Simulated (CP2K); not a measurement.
Crystal: CuO.

```
Cu O
1.0
     2.99327    0.00000    0.00000
     1.49663    2.59225    0.00000
     1.49663    0.86408    4.88799
Cu O
2 2
Cartesian
  2.9525 1.6581 2.3854
  2.9525 3.3863 4.8294
  4.5307 2.6623 3.7246
  1.5374 0.9341 1.2806
```

The cell comes from a database or a generator and needn't be the stable form of this composition.

The cell isn't the ideal one: atoms moved 0.2 Å in one direction.

Base run:

```yaml
Program: CP2K 2026.2
Functional: HLE17
Potentials_or_basis: POTENTIAL_UZH Cu GTH-PBE-q11, O GTH-PBE-q6; TZVP-MOLOPT-PBE-GTH basis
Density_cutoff: 11565 eV
k_mesh: 10 × 10 × 6
Occupations: fermi-dirac, width 0.05 eV
Spin: no spin polarisation
```

Its results: band gap on the k mesh none (metal or under the smearing width); pressure -12.1 GPa.

After a change of settings the same cell gave: band gap on the k mesh none (metal or under the smearing width); pressure 8.4 GPa. Which change was it?
A. functional from HLE17 to rev-vdW-DF2
B. functional from HLE17 to LDA
C. functional from HLE17 to PBEsol
D. functional from HLE17 to OLYP

D.

Caveats: the potentials were made for another functional, which shifts forces and pressure; the basis of atomic orbitals isn't converged, which shifts pressures, moduli and gaps; the run has no spin polarisation, though such a crystal can be magnetic; semilocal functionals often make such compounds metallic where correlation or magnetic order opens a gap, which also shifts bond lengths; the potentials were made for a functional far from this one (some runs).

Runs at the PBE level aren't shown here.
